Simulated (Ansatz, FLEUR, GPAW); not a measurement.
**One calculation of TiCo3, 3 ways**

```xyz
4
Lattice="3.5710 0.0000 0.0000 0.0000 3.5710 0.0000 0.0000 0.0000 3.5710" Properties=species:S:1:pos:R:3 pbc="T T T"
Co    1.7855    1.7855    0.0000
Co    1.7855    0.0000    1.7855
Co    0.0000    1.7855    1.7855
Ti    0.0000    0.0000    0.0000
```

Alike in all runs: task single point; functional PBEsol; k mesh 8 × 8 × 8; occupations fermi-dirac, width 0.05 eV; collinear spin, ferromagnetic start; no spin-orbit coupling. Pressure is positive in compression and, in plane waves, holds the error of the finite cutoff.

| program and potentials | plane-wave cutoff (eV) | notes | band gap (eV) | pressure (GPa) | net moment per atom (μB) |
| --- | --- | --- | --- | --- | --- |
| FLEUR, all-electron, FLAPW | - | - | no gap | - | 0.63 |
| Ansatz, all-electron LAPW, scalar-relativistic | - | - | no gap | -3.87 | 0.63 |
| GPAW, PAW data sets generated for this functional | 600 | - | ? | ? | ? |

Q: Estimate from the other rows what the run with GPAW, PAW data sets generated for this functional gave.

A: No band gap; pressure -3.74 GPa; net moment per atom 0.62 μB. The other rows, which needn't bracket it: pressure -3.87; net moment per atom 0.63.
